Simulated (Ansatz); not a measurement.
CuO:

```
Cu O
1.0
     2.34465   -1.71340    0.00000
     2.34465    1.71340    0.00000
    -0.86055    0.00000    5.05944
Cu O
2 2
Direct
  0.00320 0.49680 0.00000
  0.49680 0.00320 0.50000
  0.57140 0.40560 0.25370
  0.40560 0.57140 0.75370
```

Program: Ansatz 0.2.0. Alike in all runs: potentials or basis Ansatz PAW; no spin polarisation; cell as given; k mesh 6 × 6 × 3; smearing fermi-dirac 0.05 eV; the mesh is coarse, so values aren't converged. Hardware: 2 threads of Arm Neoverse V1, with other jobs on the host.

Problem. Order these runs on this cell by their wall time, lowest first.
A. task band structure; level HSE06; cutoff (eV) 420; points for each segment of the path 4
B. task band structure; level PBEsol; cutoff (eV) 420; points for each segment of the path 14
C. task single point; level PBE0; cutoff (eV) 420
D. task band structure; level r2SCAN; cutoff (eV) 500; points for each segment of the path 14

Solution. B (8 s), D (16 s), C (65 s), A (300 s).

Caveats: all runs use coarse meshes; the run has no spin polarisation, though such a crystal can be magnetic.

Runs at the PBE level aren't shown here.
